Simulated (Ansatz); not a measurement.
Given:

```yaml
crystal:
  lattice:
    - [6.50365, 0.00000, 0.00000]
    - [0.00000, 6.50365, 0.00000]
    - [0.00000, 0.00000, 6.29005]
  atoms:
    - { symbol: Cs, position: [0.00000, 0.00000, 0.00000] }
    - { symbol: Pb, position: [0.50000, 0.50000, 0.50000] }
    - { symbol: I, position: [0.00000, 0.50000, 0.50000] }
    - { symbol: I, position: [0.50000, 0.50000, 0.00000] }
    - { symbol: I, position: [0.50000, 0.00000, 0.50000] }
```

No spin polarisation.

Calculations: DFT with r2SCAN, PAW potentials and a 500 eV plane-wave cutoff in Ansatz (a quantum-chemistry and plane-wave program), no spin-orbit coupling. k-mesh 5×5×5 (Γ-centred); smearing 0.05 eV (Fermi–Dirac).

### Question
Predict the in-plane stress, gap character and band gap.

### Answer
- Mean in-plane stress (compression positive) = -1.0 GPa
- Gap character = direct at A
- Band gap = 1.76 eV

With I and Pb present, leaving out spin-orbit coupling can change the band edges. The cells carry an imposed strain or load. Whether these cells are dynamically stable was not tested. The cell was made from CsPbI$_{3}$ in the cubic perovskite structure (space group Pm-3m, No. 221) by this change: biaxial strain +2.70 %, plane normal [001], relaxed out of plane. Many cubic perovskites are stable only at high temperature; tilts and polar distortions were not tested. This is not the structure that CsPbI3 has at room temperature and ambient pressure.
